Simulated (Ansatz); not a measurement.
AlNi in Ansatz: the effect of functional

AlNi:

```
CELL_PARAMETERS angstrom
2.33096 -1.41303 0.00000
2.33096 1.41303 0.00000
-1.37430 0.00000 3.93191
ATOMIC_POSITIONS crystal
Ni 0.50000 0.50000 0.50000
Al 0.00000 0.00000 0.00000
```

The cell comes from a database or a generator and needn't be the stable form of this composition.

The cell isn't the ideal one: volume scaled by 1.04.

Alike in all runs:

* Program: Ansatz 0.2.0
* Task: single point
* Potentials or basis: Ansatz PAW
* k mesh: 11 × 11 × 7
* Occupations: fermi-dirac, width 0.05 eV
* Spin: collinear spin, ferromagnetic start
* Starting moments: [1.0, 0.0] μB

| functional | cutoff | pressure (GPa) |
| --- | --- | --- |
| LDA | 420 eV (not typed: the program's choice for these potentials) | ? |
| PBEsol | 420 eV (not typed: the program's choice for these potentials) | -8.3 |
| r2SCAN | 500 eV (not typed: the program's choice for these potentials) | -8.2 |

Task: What does the run with functional LDA give?

Result: Pressure -12.7 GPa.

Caveats: the PAW data sets come from PBE, with cores solved anew for the run's functional, which leaves a small shift of forces and pressure; the starting moments weren't kept; the magnetic or orbital state may not be the lowest (some runs).
